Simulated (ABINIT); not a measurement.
Runs of ABINIT 10.8.3 (patched build) on Te2Pt (Moncheite). It takes space group P-3m1 (No. 164, trigonal). Conventional cell: a = 4.010 Å, b = 4.010 Å, c = 5.201 Å, α = 90.00°, β = 90.00°, γ = 120.00°. Pt (site symmetry -3m) has 6 Te at 2.66 Å as nearest neighbours. Around Te (site symmetry 3m) lie 3 Pt at 2.66 Å. 

```csv
task,level,k mesh,cutoff (eV),fine-grid cutoff,mesh quality,gap on the mesh (eV),pressure (GPa),largest force (eV/Å)
band structure,PW91,8 × 8 × 5,544,1088.46 eV,not flagged,none,(c),1.23
single point,PBEsol,5 × 5 × 3,544,1088.46 eV,coarse,none,5.5,(b)
band structure,BLYP,8 × 8 × 5,544,1088.46 eV,not flagged,none,16.8,(a)
band structure,BP86,8 × 8 × 5,544,1088.46 eV,not flagged,none,11.0,1.26
single point,r2SCAN,5 × 5 × 3,653,1251.72 eV,coarse,none,8.3,0.86
```

Alike in all rows: potentials or basis JTH PAW PBE v2.0; no spin polarisation; cell as given; smearing fermi-dirac 0.05 eV.

Task: Estimate the missing entries.

Result: (a) 1.59; (b) 0.79; (c) 10.1.

Caveats: some runs use coarse meshes; the PAW data sets were made with another functional, which shifts forces and pressure a little (some runs); spin-orbit coupling is left out, which moves the levels of the heavy elements (some runs); so large a pressure means that the cell lies far from this level's equilibrium, or that cutoff or potentials fall short (some runs); the potentials were made for another functional, which shifts forces and pressure (some runs).

A k mesh can miss the band edges, and the runs leave out spin-orbit coupling on Pt, Te.

A gap of «none» marks a metal or a gap under the smearing width.

Runs at the PBE level aren't shown here.
